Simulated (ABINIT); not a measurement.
Wanted: the native input for an ABINIT 10.8.3 (patched build) run.

```yaml
Task: single point
Functional: WC
Potentials_or_basis: JTH PAW PBE v2.0
Cutoff: 626 eV
k_mesh: 11 × 11 × 5
Occupations: fermi-dirac, width 0.05 eV
Spin: no spin polarisation
Fine-grid_cutoff: 1224.51 eV
```

Crystal: Ta.

```xyz
2
Lattice="2.9004 0.0000 0.0000 -1.4502 2.5118 0.0000 0.0000 0.0000 5.1663" Properties=species:S:1:pos:R:3 pbc="T T T"
Ta    0.0000    1.6745    1.2916
Ta    1.4502    0.8373    3.8747
```

This isn't the form of Ta at room conditions, which is bcc.

These files were run (other wordings do the same):

run.abi

```
# Pseudopotentials
pp_dirpath "./"
pseudos "Ta.GGA_PBE-JTH.xml"

# Structure
acell 3*1.0
rprim
     5.4809088767     0.0000000000     0.0000000000
    -2.7404544384     4.7466063231     0.0000000000
     0.0000000000     0.0000000000     9.7628429448
ntypat 1
znucl 73
natom 2
typat 1 1
xred
     0.3333333333     0.6666666667     0.2500000000
     0.6666666667     0.3333333333     0.7500000000

# Plane-wave basis
ecut 23.0
pawecutdg 45.0
pawxcdev 0

# k points
kptopt 1
ngkpt 11 11 5
nshiftk 1
shiftk 0.0 0.0 0.0

# Exchange and correlation
ixc 23

# Bands and occupations
nband 17
occopt 3
tsmear 0.00183747

# SCF cycle
nstep 100
tolvrs 1.0e-9

# Output
iomode 3
prtwf 0
prtden 0
prteig 0
prtebands 0
enunit 2
```

Potentials or basis: JTH PAW PBE v2.0.

Run with:

```bash
$ abinit run.abi > log 2>&1
```

Results of the run:

* Pressure: -6.8 GPa
* Band gap on the k mesh: none (metal or under the smearing width)
* Valence electrons inside the program's atomic spheres: Ta 10.59 (radii [1.2805] Å)

Caveat: the PAW data sets were made with another functional, which shifts forces and pressure a little.

Wall time 55 s on 1 thread of Arm Neoverse N1 (shared host), peak memory 0.14 GiB.
